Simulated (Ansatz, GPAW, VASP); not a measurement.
# One calculation of PbSe, 3 ways

```
CELL_PARAMETERS angstrom
0.00000 3.06065 3.06065
3.06065 0.00000 3.06065
3.06065 3.06065 0.00000
ATOMIC_POSITIONS crystal
Pb 0.00000 0.00000 0.00000
Se 0.50000 0.50000 0.50000
```

Alike in all runs: task single point; functional PBE; k mesh 8 × 8 × 8; occupations gaussian, width 0.022 eV; no spin polarisation; no spin-orbit coupling. Pressure is positive in compression and, in plane waves, holds the error of the finite cutoff.

| program and potentials | plane-wave cutoff (eV) | notes | band gap (eV) | pressure (GPa) |
| --- | --- | --- | --- | --- |
| GPAW, GPAW PAW data sets (gpaw-data 1.2.1) | 600 | - | 0.24 | 2.22 |
| VASP, PBE PAW files Pb_d, Se, 520 eV | 520 | - | 0.29 | 2.40 |
| Ansatz, all-electron LAPW, scalar-relativistic | - | - | 0.28 | 2.43 |

The band gap spans 0.24 (GPAW, GPAW PAW data sets (gpaw-data 1.2.1)) to 0.29 eV (VASP, PBE PAW files Pb_d, Se, 520 eV), with all-electron results at 0.28. The pressure spans 2.22 (GPAW, GPAW PAW data sets (gpaw-data 1.2.1)) to 2.43 GPa (Ansatz, all-electron LAPW, scalar-relativistic), with all-electron results at 2.43. Spin-orbit coupling, left out here, moves the band edges of heavy atoms.

The functional is the same throughout but for its coding, so the spread measures potentials, basis and numerics; runs on potential files found faulty are left out.

All three calculations give PbSe a small gap and put this cell under compression, so PBE favours a larger lattice, in line with its usual underbinding of such solids. The narrow gap reflects the lead 6s lone pair. Its antibonding mixing with Se 4p pushes up the valence edge at L, towards a conduction edge of mainly Pb 6p character. Because this mixing weakens as the bonds lengthen, relaxing the cell would probably widen the gap.

VASP and the all-electron calculation nearly coincide in both quantities, while GPAW lies lowest in both, perhaps because of its description of the lead core and semicore. The shift is small in absolute terms but a noticeable fraction of so narrow a gap.

Agreement between the codes does not make the gap physically accurate. Spin-orbit coupling splits the Pb 6p states and lowers the conduction edge, enough in PBE to nearly close the gap or invert the band order. Any resemblance to the measured gap therefore probably rests on cancelling errors.
